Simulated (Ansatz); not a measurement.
## SnTe: moving Te off its site

SnTe, Fm-3m, a = 6.313 Å (as given, not relaxed at this level: -0.5 GPa). Ansatz: PBEsol, PAW, 420 eV, Γ-centred 10×10×10 mesh on 2 atoms, Gaussian smearing 0.03 eV; no spin polarisation.

```
CELL_PARAMETERS angstrom
0.00000 3.15650 3.15650
3.15650 0.00000 3.15650
3.15650 3.15650 0.00000
ATOMIC_POSITIONS crystal
Sn 0.00000 0.00000 0.00000
Te 0.50000 0.50000 0.50000
```

Atom 2 (Te) moves by x along the unit vector (0.707, 0.707, 0.000), with its periodic images; all else is held. y is the free energy of the cell over the start, F the force along the path summed over the moved atoms. Symmetry makes y even in x.

| x (Å) | y (meV) | F (eV/Å) |
| --- | --- | --- |
| -0.1000 | ? | ? |
| -0.0500 | 0.00 | 0.00 |
| 0.0000 | 0.00 | 0.00 |
| 0.0125 | 0.00 | 0.00 |
| 0.0250 | -0.01 | 0.00 |
| 0.0375 | -0.02 | 0.00 |
| 0.0625 | 0.06 | -0.01 |
| 0.0750 | 0.16 | -0.01 |
| 0.0875 | 0.32 | -0.02 |

Problem. Fit y = c2 x² + c4 x⁴ to the energies of the other rows, give the force constant, and predict energy and force of the missing row.

Solution. Least squares on the rows shown. y = −16.52 x² + 7710 x⁴. The force constant is 2 c2 = -0.0330 eV/Å², negative: the site is a maximum along this line (for all images moving together, not for a lone atom). The force −dy/dx at the missing row is 0.03 eV/Å (computed 0.02). With a term in x⁶ added, the coefficient of x² becomes -29.27, 77 % more, which shows how far this figure hangs on the form. At x = -0.1000 the fit asked for gives 0.61 meV. The run gave 0.56 meV, so the fit is 0.05 meV too high, 8.6 % of the span of the series, against an rms of 0.007 meV on the fitted rows. The row lies outside the fitted range. With a term in x⁶ added, a fit to the same known rows predicts 0.51 meV, which misses by about as much or more on the other side: the known rows don't fix the higher terms.